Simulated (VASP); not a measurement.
A run of VASP 6.6.1 is set up as follows.

The input INCAR:

```
PREC     = Accurate       # precision mode
ENCUT    = 520            # plane-wave cutoff, eV
EDIFF    = 1E-7           # SCF threshold, eV
ISMEAR   = -1             # smearing method
SIGMA    = 0.1            # smearing width, eV
LREAL    = False          # projectors in reciprocal space
LASPH    = True           # aspherical terms in the spheres
NELM     = 100            # most SCF steps
ALGO     = Normal         # electronic algorithm
ISIF     = 2              # what is computed and relaxed
LWAVE    = False          # write WAVECAR
LCHARG   = True           # write CHGCAR
GGA      = B5             # functional
ALDAX    = 1.0          
AGGAX    = 1.0          
AGGAC    = 1.0          
ALDAC    = 0.0          
LELF     = True           # ELF
LVHAR    = True         
NBANDS   = 10             # bands
```

The input KPOINTS:

```
Automatic mesh
0
Gamma
  13 13 13
```

The input POSCAR:

```
Ir
1.0
    2.7180382617      0.0000000000      0.0000000000
    0.0000000000      2.7180382617      0.0000000000
    0.0000000000      0.0000000000      2.7180382617
Ir
1
Direct
    0.0000000000      0.0000000000      0.0000000000
```

Potentials or basis: VASP PAW PBE potentials, release 64 (Ir).

Command:

```bash
$ cat potpaw_PBE.64/Ir/POTCAR > POTCAR
$ mpirun -np 1 vasp_std > vasp.out
```

Problem. Predict the pressure.

Solution. -16.5 GPa.

Problem. What does it give for the band gap on the k mesh?

Solution. None (metal or under the smearing width).

Caveat: so large a pressure means that the cell lies far from this level's equilibrium, or that cutoff or potentials fall short; the potentials were made for another functional, which shifts forces and pressure. Spin-orbit coupling is left out, which matters for the levels of Ir.
